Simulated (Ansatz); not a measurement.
Pt:

```
CELL_PARAMETERS angstrom
-1.58422 1.58422 1.58422
1.58422 -1.58422 1.58422
1.58422 1.58422 -1.58422
ATOMIC_POSITIONS crystal
Pt 0.00000 0.00000 0.00000
```

This isn't the form of Pt at room conditions, which is fcc.

Base run:

| Property | Result |
| --- | --- |
| Program | Ansatz 0.2.0 |
| Functional | PBEsol |
| Potentials or basis | all-electron LAPW, scalar-relativistic |
| Cutoff | 277 eV |
| Density cutoff | 1108 eV |
| Basis error allowed | 0.001 eV/atom |
| k mesh | 12 × 12 × 12 |
| Occupations | fermi-dirac, width 0.05 eV |
| Spin | no spin polarisation |

Its results: pressure -11.2 GPa.

Q: The run is repeated on the same cell with these changes: potentials or basis from all-electron LAPW, scalar-relativistic to all-electron LAPW, non-relativistic. What comes out?

A: Pressure 19.0 GPa.

Caveats: relativity is left out, which matters for the heavier elements (some runs).

Not every run made on this cell is shown here.
